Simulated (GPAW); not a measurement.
# Sr (I4_1/amd) in GPAW: convergence with bands over the usual count

Aim: find how far bands over the usual count must go before the results for Sr settle, at LDA. This setting moves, with any that are tied to it; all else stays.

All numbers are computed with GPAW 26.7.0; they aren't measurements. Logs are shortened: lines on timing, memory, paths and dates and some standing lists are left out, and cuts for length are marked. The log counts tension as positive stress, the text compression.

### Step 1. The structure

Symmetry: I4_1/amd, No. 141, tetragonal system. The conventional cell has a = 7.413 Å, b = 7.413 Å, c = 4.042 Å, α = 90.00°, β = 90.00°, γ = 90.00°. Sr (site symmetry -4m2) has 6 Sr at 3.84 to 4.04 Å as nearest neighbours.

This isn't the form of Sr at room conditions, which is fcc.

### Step 2. With bands over the usual count 0.72

run.py

```python
from ase import Atoms
from ase.dft.bandgap import bandgap
from ase.io import write
from ase.units import GPa
from gpaw import GPAW, PW

atoms = Atoms(['Sr', 'Sr'],
              cell=[[-3.706358277, 3.706358277, 2.0208764669],
                    [3.706358277, -3.706358277, 2.0208764669],
                    [3.706358277, 3.706358277, -2.0208764669]],
              scaled_positions=[[0.0, 0.0, 0.0],
                                [0.75, 0.25, 0.5]],
              pbc=True)

calc = GPAW(mode=PW(600),
            xc='LDA',
            kpts={'size': (5, 5, 5), 'gamma': True},
            occupations={'name': 'fermi-dirac', 'width': 0.05},
            nbands=14,
            convergence={'density': 1e-05, 'energy': 1e-05},
            maxiter=100,
            txt='gpaw.txt')
atoms.calc = calc
energy = atoms.get_potential_energy()
forces = atoms.get_forces()
stress = atoms.get_stress()
calc.write('gs.gpw')
write('result.traj', atoms)
print(f'Energy: {energy:.6f} eV')
print('Forces (eV/A):')
print(forces.round(4))
print('Stress (GPa):', (stress / GPa).round(3))
print('Fermi level:', round(calc.get_fermi_level(), 4), 'eV')
print(f'Gap: {bandgap(calc)[0]:.4f} eV, direct: {bandgap(calc, direct=True)[0]:.4f} eV')
```

Potentials or basis: the program's PAW data sets (release 1.2.1) made for this functional, pw.

Run with:

```
$ OMP_NUM_THREADS=1 python run.py
```

Wall time 20 s (1 thread of Arm Neoverse V2, shared host); peak memory 0.18 GiB.

What came out:

```yaml
Free_energy: -3.3555 eV
Pressure: -1.1 GPa
Band_gap_on_the_k_mesh: none (metal or under the smearing width)
```

### Step 3. With bands over the usual count 0.8

Edit run.py of step 2 so:

```diff
@@ -18,3 +18,3 @@
             occupations={'name': 'fermi-dirac', 'width': 0.05},
-            nbands=14,
+            nbands=15,
             convergence={'density': 1e-05, 'energy': 1e-05},
```

Potentials or basis: the program's PAW data sets (release 1.2.1) made for this functional, pw.

Run with:

```
$ OMP_NUM_THREADS=1 python run.py
```

Run time: 20 s. Hardware: 1 thread of Arm Neoverse V2, shared host; peak memory 0.18 GiB.

Results (log left out):

| Quantity | Value |
| --- | --- |
| Free energy | -3.3555 eV |
| Pressure | -1.1 GPa |
| Band gap on the k mesh | none (metal or under the smearing width) |

### Step 4. With bands over the usual count 0.9

Edit run.py of step 3 so:

```diff
@@ -18,3 +18,3 @@
             occupations={'name': 'fermi-dirac', 'width': 0.05},
-            nbands=15,
+            nbands=17,
             convergence={'density': 1e-05, 'energy': 1e-05},
```

Run with:

```
$ OMP_NUM_THREADS=1 python run.py
```

Run time: 23 s. Hardware: 1 thread of Arm Neoverse V2, shared host; peak memory 0.19 GiB.

It converged, with:

| Quantity | Value |
| --- | --- |
| Free energy | -3.3555 eV |
| Pressure | -1.1 GPa |
| Band gap on the k mesh | none (metal or under the smearing width) |

### Step 5. With bands over the usual count 1

Edit run.py of step 4 so:

```diff
@@ -18,3 +18,3 @@
             occupations={'name': 'fermi-dirac', 'width': 0.05},
-            nbands=17,
+            nbands=19,
             convergence={'density': 1e-05, 'energy': 1e-05},
```

Run with:

```
$ OMP_NUM_THREADS=1 python run.py
```

Wall time 19 s (1 thread of Arm Neoverse V2, shared host); peak memory 0.19 GiB.

It converged, with:

```
Free energy            : -3.3555 eV
Pressure               : -1.1 GPa
Band gap on the k mesh : none (metal or under the smearing width)
```

### Step 6. With bands over the usual count 1.3

Edit run.py of step 5 so:

```diff
@@ -18,3 +18,3 @@
             occupations={'name': 'fermi-dirac', 'width': 0.05},
-            nbands=19,
+            nbands=25,
             convergence={'density': 1e-05, 'energy': 1e-05},
```

Potentials or basis: the program's PAW data sets (release 1.2.1) made for this functional, pw.

Run with:

```
$ OMP_NUM_THREADS=1 python run.py
```

It took 24 s on 1 thread of Arm Neoverse V2, shared host; peak memory 0.19 GiB.

The run converged. Its results:

| Item | Value |
| --- | --- |
| Free energy | -3.3555 eV |
| Pressure | -1.1 GPa |
| Band gap on the k mesh | none (metal or under the smearing width) |

### Step 7. With bands over the usual count 1.7

Edit run.py of step 6 so:

```diff
@@ -18,3 +18,3 @@
             occupations={'name': 'fermi-dirac', 'width': 0.05},
-            nbands=25,
+            nbands=32,
             convergence={'density': 1e-05, 'energy': 1e-05},
```

Run with:

```
$ OMP_NUM_THREADS=1 python run.py
```

Run time: 30 s. Hardware: 1 thread of Arm Neoverse V2, shared host; peak memory 0.2 GiB.

The run converged. Its results:

- Free energy: -3.3555 eV
- Pressure: -1.1 GPa
- Band gap on the k mesh: none (metal or under the smearing width)

### Step 8. With bands over the usual count 2.5

Edit run.py of step 7 so:

```diff
@@ -18,3 +18,3 @@
             occupations={'name': 'fermi-dirac', 'width': 0.05},
-            nbands=32,
+            nbands=47,
             convergence={'density': 1e-05, 'energy': 1e-05},
```

Potentials or basis: the program's PAW data sets (release 1.2.1) made for this functional, pw.

Run with:

```
$ OMP_NUM_THREADS=1 python run.py
```

gpaw.txt:

```text
__  _  _
 | _ |_)|_||  |
 |__||  | ||/\| - 26.7.0

Input parameters:
  mode=PW(ecut=600.0),
  convergence={'density': 1e-05, 'energy': 1e-05},
  kpts=MonkhorstPack(size=(5, 5, 5), gamma=True),
  maxiter=100,
  nbands=47,
  occupations=Occupations(name='fermi-dirac', width=0.05),
  xc=XC(name='LDA')

Diagonalizing LCAO Hamiltonian
Converting LCAO to pw mode

          Sr

       Sr

Atoms  # Å, Bohr magnetons
|   | symbol |         x |        y |        z |    initial magnetic moments |
|---|--------|-----------|----------|----------|-----------------------------|
| 0 |     Sr |  0.000000 | 0.000000 | 0.000000 | ( 0.0000,  0.0000,  0.0000) |
| 1 |     Sr | -0.000000 | 3.706358 | 1.010438 | ( 0.0000,  0.0000,  0.0000) |

Unit cell  # Å
| periodic |         x |         y |         z |  lengths |     angles |
|----------|-----------|-----------|-----------|----------|------------|
|      yes | -3.706358 |  3.706358 |  2.020876 | 5.617662 |  97.435508 |
|      yes |  3.706358 | -3.706358 |  2.020876 | 5.617662 |  97.435508 |
|      yes |  3.706358 |  3.706358 | -2.020876 | 5.617662 | 137.832005 |

Number of symmetries: 8
Symmetry operations  # r_c * U_cc + t_c -> r_c
|   | kind |            matrix            |
|---|------|------------------------------|
| 0 |  σ   |  1, 1, 1,  0, 0,-1,  0,-1, 0 |
| 1 |  E   |  1, 0, 0,  0, 1, 0,  0, 0, 1 |
| 2 |  C2  |  0, 1, 0,  1, 0, 0, -1,-1,-1 |
| 3 |  S4  |  0, 0, 1, -1,-1,-1,  0, 1, 0 |
| 4 |  σ   |  0, 0,-1,  1, 1, 1, -1, 0, 0 |
| 5 |  C2  |  0,-1, 0, -1, 0, 0,  0, 0,-1 |
| 6 |  C2  | -1, 0, 0,  0,-1, 0,  1, 1, 1 |
| 7 |  S4  | -1,-1,-1,  0, 0, 1,  1, 0, 0 |

BZ-sampling:
  Number of BZ points: 125
  Number of IBZ points: 18

  Monkhorst-Pack size: [5, 5, 5]
  Monkhorst-Pack shift: [0, 0, 0]

K-points  # in reciprocal-cell coordinates
|     |                                coordinates |     weight |
|-----|--------------------------------------------|------------|
|   0 | (  0.00000000,   0.00000000,   0.00000000) | 0.00800000 |
|   1 | (  0.20000000,  -0.20000000,   0.00000000) | 0.03200000 |
|   2 | (  0.20000000,  -0.20000000,   0.20000000) | 0.03200000 |
[... 56 lines left out ...]
    Using partial waves for Sr as LCAO basis

Reference energy: -172793.470127  # eV

eigensolver:
  PPCG
  Converge bands: occupied
  niter=2

density mixing:
  MSR1-Mixer
  Pratt-step length: 0.05
  Maximum mixing coefficient: 0.75
  Old densities: 10
  SVD Regularization: 0.005
  Good broyden scale: 1.0
  Trust region scale: 1.0
  Backstep threshold: 4.0
  History deletion threshold: 6.0
  Fourier metric: weight=20.0, sigma=0.015

occupation numbers:
  Fermi-Dirac:
    width: 0.0500  # eV

poisson solver:
  ecut: 4800.0  # eV

xc functional:
  name: None

convergence criteria:
[... 6 lines left out ...]
|iter     | |      energy | eigst |  dens |
|---------|-|-------------|-------|-------|
|iter:   1| |   -2.129235 | +0.86 |       |
|iter:   2| |   -3.354439 | -0.57 | -1.51 |
|iter:   3| |   -2.929078 | -1.78 | -1.45 |
|iter:   4| |   -3.334598 | -2.35 | -0.96 |
|iter:   5| |   -3.337308 | -3.54 | -1.54 |
|iter:   6| |   -3.339317 | -4.45 | -1.79 |
|iter:   7| |   -3.339663 | -5.21 | -2.36 |
|iter:   8| |   -3.339738 | -5.41 | -2.52 |
|iter:   9| |   -3.339737c| -7.41c| -3.68 |
|iter:  10| |   -3.339734c| -7.56c| -3.85 |
|iter:  11| |   -3.339734c| -8.51c| -4.91 |
|iter:  12| |   -3.339734c| -9.28c| -5.21c|

Converged in 12 steps
Energy contributions relative to reference atoms: (reference = -172793.470127)

Energy contributions:
  Kinetic:          -4.517886
  Coulomb:           7.784622
  Zero:             -0.236104
  External:          0.000000
  Xc:               -6.354556
  Entropy:          -0.031623
  Spinorbit:         0.000000
  ----------------------------
  Free energy:      -3.355546
  Extrapolated:     -3.339734

dipole moment: (-20.306876, -8.761291, -7.924649)  # |e|*Ang

Fermi level: 3.174
Eigenvalues  # (at kpt = [0.000, 0.000, 0.000])
| band index |      eig [eV] | occ [0-2] |
|------------|---------------|-----------|
|          0 |       -33.417 |     2.000 |
|        ... |               |           |
|          2 |       -15.548 |     2.000 |
|          3 |       -15.548 |     2.000 |
|          4 |       -15.333 |     2.000 |
|          5 |       -15.329 |     2.000 |
|          6 |       -15.303 |     2.000 |
|          7 |       -15.303 |     2.000 |
[... 8 lines left out ...]
|         16 |         6.637 |     0.000 |
|         17 |         6.640 |     0.000 |
|        ... |               |           |
|         46 |        24.086 |     0.000 |

No gap
No difference between direct/indirect transitions

Forces  # eV/Ang
|        x |        y |       z |
|----------|----------|---------|
|  0.00000 | -0.00000 | 0.00000 |  # Sr   0
| -0.00000 |  0.00000 | 0.00000 |  # Sr   1

Stress tensor  # eV/Ang^3
|        x |        y |        z |
|----------|----------|----------|
| 0.003818 | 0.000000 | 0.000000 |
| 0.000000 | 0.003818 | 0.000000 |
| 0.000000 | 0.000000 | 0.012113 |

# Writing to gs.gpw (mode='')
```

stdout:

```text
Energy: -3.339734 eV
Forces (eV/A):
[[ 0. -0.  0.]
 [-0.  0.  0.]]
Stress (GPa): [0.612 0.612 1.941 0.    0.    0.   ]
Fermi level: 3.1736 eV
Gap: 0.0000 eV, direct: 0.0000 eV
```

Run time: 46 s. Hardware: 1 thread of Arm Neoverse V2, shared host; peak memory 0.22 GiB.

What came out:

```
Free energy            : -3.3555 eV
Pressure               : -1.1 GPa
Band gap on the k mesh : none (metal or under the smearing width)
```

### Step 9. The series at a glance

| bands over the usual count | energy less the tightest run, at zero smearing (meV/atom) | SCF cycles | CPU time (s) | peak memory (GiB) |
| --- | --- | --- | --- | --- |
| 0.72 | 0.00 | 17 | 20 | 0.18 |
| 0.8 | 0.00 | 16 | 20 | 0.18 |
| 0.9 | 0.00 | 16 | 23 | 0.19 |
| 1 | 0.00 | 12 | 19 | 0.19 |
| 1.3 | 0.00 | 11 | 24 | 0.19 |
| 1.7 | 0.00 | 11 | 30 | 0.2 |
| 2.5 | 0.00 | 12 | 46 | 0.22 |

Against the tightest run, the energy stays within 1 meV/atom from 0.72 on. The tightest run that finished is the yardstick and may itself not be fully converged.
